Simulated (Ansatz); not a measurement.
# GaN: the cost of one run

Computed with Ansatz 0.2.0 (DFT PBE, scalar-relativistic, plane waves, PAW, unless a step's input says otherwise).

The COD entry's cell or inner coordinates are ideal or old and differ from later refinements, so a difference from it is no clean test against experiment.

1 further run of the same task is left out (set aside as unsound or not needed).

### 1 The structure to begin with

It takes space group P6_3mc (No. 186, hexagonal). Conventional cell: a = 3.218 Å, b = 3.218 Å, c = 5.243 Å, α = 90.00°, β = 90.00°, γ = 120.00°. Ga (site symmetry 3m) is surrounded by 4 N at 1.97 to 1.98 Å. Around N (site symmetry 3m) lie 4 Ga at 1.97 to 1.98 Å.

As a file:

```cif
data_structure
_symmetry_space_group_name_H-M 'P 1'
_symmetry_Int_Tables_number 1
_cell_length_a 3.2184
_cell_length_b 3.2184
_cell_length_c 5.2430
_cell_angle_alpha 90.000
_cell_angle_beta 90.000
_cell_angle_gamma 120.000
_cell_volume 47.03
loop_
_atom_site_label
_atom_site_type_symbol
_atom_site_fract_x
_atom_site_fract_y
_atom_site_fract_z
_atom_site_occupancy
Ga1 Ga 0.33333 0.66667 0.99913 1
Ga2 Ga 0.66667 0.33333 0.49913 1
N1 N 0.33333 0.66667 0.37587 1
N2 N 0.66667 0.33333 0.87587 1
```

This cell was relaxed beforehand with the same method: volume 11.76 Å³/atom, gap on the mesh 1.71 eV.

Bulk energy on matching settings, from an earlier run: -2083.9594 eV/atom.

### 2 Cutting the (001) slab

Miller indices refer to the conventional cell of the relaxed bulk, P6_3mc (No. 186): a = 3.218 Å, b = 3.218 Å, c = 5.243 Å, α = 90.00°, β = 90.00°, γ = 120.00°.

Cut from the relaxed bulk: a (001) slab, 13.8 Å thick as cut, with 15 Å of vacuum; its outer planes are Ga (top) and N (bottom).

The slab as cut. Its planes from the bottom up:

```
plane  atoms per cell  height over the lowest (Å)
    1               N                        0.00
    2              Ga                        0.65
    3               N                        2.62
    4              Ga                        3.27
    5               N                        5.24
    6              Ga                        5.89
    7               N                        7.86
    8              Ga                        8.51
    9               N                       10.49
   10              Ga                       11.13
   11               N                       13.11
   12              Ga                       13.75
```

### 3 Single point on the unrelaxed (001) slab

A dipole layer in the vacuum cancels the field that periodic copies would set up if the slab's two faces differ.

Input file input.yaml:

```yaml
crystal:
  lattice:
    - [3.218428916, 0.0, 0.0]
    - [-1.609214458, 2.7872412015, 0.0]
    - [0.0, 0.0, 28.7538498141]
  atoms:
    - { symbol: "N", position: [0.3333333333, 0.6666666667, 0.2608346377] }
    - { symbol: Ga, position: [0.6666666667, 0.3333333333, 0.2833107109] }
    - { symbol: "N", position: [0.6666666667, 0.3333333333, 0.352005568] }
    - { symbol: Ga, position: [0.3333333333, 0.6666666667, 0.3744816412] }
    - { symbol: "N", position: [0.3333333333, 0.6666666667, 0.4431764983] }
    - { symbol: Ga, position: [0.6666666667, 0.3333333333, 0.4656525714] }
    - { symbol: "N", position: [0.6666666667, 0.3333333333, 0.5343474286] }
    - { symbol: Ga, position: [0.3333333333, 0.6666666667, 0.5568235017] }
    - { symbol: "N", position: [0.3333333333, 0.6666666667, 0.6255183588] }
    - { symbol: Ga, position: [0.6666666667, 0.3333333333, 0.647994432] }
    - { symbol: "N", position: [0.6666666667, 0.3333333333, 0.7166892891] }
    - { symbol: Ga, position: [0.3333333333, 0.6666666667, 0.7391653623] }
basis:
  ecutwfc: 420
kpoints:
  mp_grid: { grid: [9, 9, 1] }
hamiltonian:
  xc: pbe
scf:
  occupations: { method: gaussian, width: 0.05 }
output:
  forces: true
  stress: true
  eigenvalues: true
efield:
  axis: 3
  dipole_correction: true
  ramp_width: 0.04
```

Started as:

```sh
ansatz run input.yaml --threads 1 --pin off --max-ram 2560MiB --backend cpu --events-out ev --progress --plain --runs-dir out
```

Q: Estimate wall time and peak memory on 1 thread of Intel Xeon Platinum 8259CL at 2.50GHz (Skylake/Cascade Lake), shared host.

About 37 s, with a peak of 0.57 GiB.
